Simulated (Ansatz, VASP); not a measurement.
**ZrB2: VASP beside Ansatz**

Contents of INCAR:

```
SYSTEM = ZrB2
PREC = Accurate ; ENCUT = 520
EDIFF = 1E-8 ; ISMEAR = -1
SIGMA = 0.05 ; LREAL = .False.
LASPH = .True. ; NELM = 80
ALGO = Normal ; ISIF = 2
LWAVE = .False. ; LCHARG = .False.
LEFG = .True. ; NBANDS = 16
```

The input KPOINTS:

```
regular mesh
0
Gamma
  12 12 9
  0 0 0
```

The input POSCAR:

```
ZrB2
1.0
    3.1222243140      0.0000000000      0.0000000000
   -1.5611121570      2.7039255722      0.0000000000
    0.0000000000      0.0000000000      3.4724266007
Zr B
1 2
Direct
    0.0000000000      0.0000000000      0.0000000000
    0.3333333333      0.6666666667      0.5000000000
    0.6666666667      0.3333333333      0.5000000000
```

Input for Ansatz:

```yaml
crystal:
  lattice:
    - [3.122224314, 0.0, 0.0]
    - [-1.561112157, 2.7039255722, 0.0]
    - [0.0, 0.0, 3.4724266007]
  atoms:
    - { symbol: Zr, position: [0.0, 0.0, 0.0] }
    - { symbol: B, position: [0.3333333333, 0.6666666667, 0.5] }
    - { symbol: B, position: [0.6666666667, 0.3333333333, 0.5] }
kpoints:
  mp_grid: { grid: [12, 12, 9] }
scf:
  occupations: { method: fermi_dirac, width: 0.05 }
hamiltonian:
  xc: lda
  pseudopotentials: { kind: paw }
output:
  forces: true
  stress: true
  eigenvalues: true
  efg: { contact_densities: true }
  write_density: true
  write_potential: true
  elf: true
  volumetric_format: npy
```

Change from the starting cell: volume scaled by 0.96, PAW files.

Alike in both runs: task electric field gradients; functional LDA; k mesh 12 × 12 × 9; occupations fermi-dirac, width 0.05 eV; no spin polarisation.

|  | VASP | Ansatz |
| --- | --- | --- |
| version | VASP 6.6.1 | Ansatz 0.2.0 |
| potentials or method | VASP PAW LDA potentials, release 64 (Zr_sv, B) | PAW with Ansatz's default frozen-core files, scalar-relativistic |
| plane-wave cutoff (eV) | 520 | 420 |
| valence electrons in the cell | 18 | 18 |

VASP gave:

```
pressure (GPa)                                                 : 3.6
largest component of the traceless stress (GPa)                : 0.39
Vzz of the field gradient on the site that differs most (V/Å²) : 45.4
```

**Question.** What did Ansatz give for the same quantities?

**Answer.** Pressure (GPa): 3.0; largest component of the traceless stress (GPa): 0.33; Vzz of the field gradient on the site that differs most (V/Å²): 47.9.

Ansatz warned: «gradients_without_spin_orbit».
